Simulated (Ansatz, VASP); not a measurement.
One calculation of ZnS (Wurtzite-2H), two programs

File INCAR:

```
SYSTEM = ZnS
PREC = Accurate ; ENCUT = 520
EDIFF = 1E-7 ; ISMEAR = -1
SIGMA = 0.05 ; LREAL = .FALSE.
LASPH = .TRUE. ; NELM = 80
ALGO = Normal ; ISIF = 2
LWAVE = .FALSE. ; LCHARG = .FALSE.
GGA = PE ; NBANDS = 26
```

KPOINTS

```
Automatic mesh
0
G
  8 8 5
  0 0 0
```

POSCAR

```
ZnS
1.0
    3.7332026603      0.0000000000      0.0000000000
   -1.8666013302      3.2330483413      0.0000000000
    0.0000000000      0.0000000000      6.1067398017
Zn S
2 2
Direct
    0.6666666667      0.3333333333      0.5000000000
    0.3333333333      0.6666666667      0.0000000000
    0.6666666667      0.3333333333      0.8850000000
    0.3333333333      0.6666666667      0.3850000000
```

File input.yaml:

```yaml
crystal:
  lattice:
    - [3.7332026603, 0.0, 0.0]
    - [-1.8666013302, 3.2330483413, 0.0]
    - [0.0, 0.0, 6.1067398017]
  atoms:
    - { symbol: Zn, position: [0.6666666667, 0.3333333333, 0.5] }
    - { symbol: Zn, position: [0.3333333333, 0.6666666667, 0.0] }
    - { symbol: S, position: [0.6666666667, 0.3333333333, 0.885] }
    - { symbol: S, position: [0.3333333333, 0.6666666667, 0.385] }
hamiltonian:
  xc: pbe
  pseudopotentials: { kind: paw }
kpoints:
  mp_grid: { grid: [8, 8, 5] }
scf:
  occupations: { method: fermi_dirac, width: 0.05 }
output:
  forces: true
  stress: true
  eigenvalues: true
```

Change from the starting cell: volume scaled by 0.94.

Alike in both runs: task single point; functional PBE; k mesh 8 × 8 × 5; occupations fermi-dirac, width 0.05 eV; no spin polarisation.

|  | VASP | Ansatz |
| --- | --- | --- |
| version | VASP 6.6.1 | Ansatz 0.2.0 |
| potentials or method | VASP PAW PBE potentials, release 64 (Zn, S) | Ansatz PAW |
| plane-wave cutoff (eV) | 520 | 420 |
| valence electrons in the cell | 36 | 36 |

```csv
,VASP,Ansatz,Ansatz less VASP
gap on the k mesh at the Fermi level (eV),2.55,2.54,-0.009
least direct gap on the mesh (eV),2.55,2.54,-0.009
pressure (GPa),8.1,7.9,-0.20
largest component of the traceless stress (GPa),2.06,2.03,-0.026
rms of the force components (eV/Å),0.233,0.231,-0.0019
```

Atom by atom the forces differ by 0.002 eV/Å (rms over components).

Caveats: odd divisions of the mesh miss points on the zone boundary, where band edges often lie, so the gap on the mesh can be too wide (Ansatz).
